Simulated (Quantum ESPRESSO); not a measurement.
## HfN in Quantum ESPRESSO: the effect of functional

HfN:

```
Hf N
1.0
     0.00000    2.25600    2.25600
     2.25600    0.00000    2.25600
     2.25600    2.25600    0.00000
Hf N
1 1
Direct
  0.00000 0.00000 0.00000
  0.50000 0.50000 0.50000
```

Alike in all runs:

| Quantity | Value |
| --- | --- |
| Program | Quantum ESPRESSO 7.5 |
| Task | phonon dispersion |
| Cutoff | 612 eV |
| Density cutoff | 4898 eV |
| k mesh | 8 × 8 × 8 |
| Occupations | cold, width 0.2 eV |
| Spin | no spin polarisation |

Each run relaxes the cell or the atoms first.

Question: One run gave: relaxed volume 11.14 Å³/atom; highest phonon frequency 541 cm⁻¹. Which functional did it use?
A. LDA
B. PBEsol
C. PBE

Answer: A.

| functional | potentials or basis | relaxed volume (Å³/atom) | highest phonon frequency (cm⁻¹) |
| --- | --- | --- | --- |
| LDA | GBRV 1.5 LDA | 11.14 | 541 |
| PBE | GBRV 1.5 PBE | 11.72 | 506 |
| PBEsol | GBRV 1.5 PBEsol | 11.38 | 528 |

Caveats: the mesh is thin for the phonons of a metal.
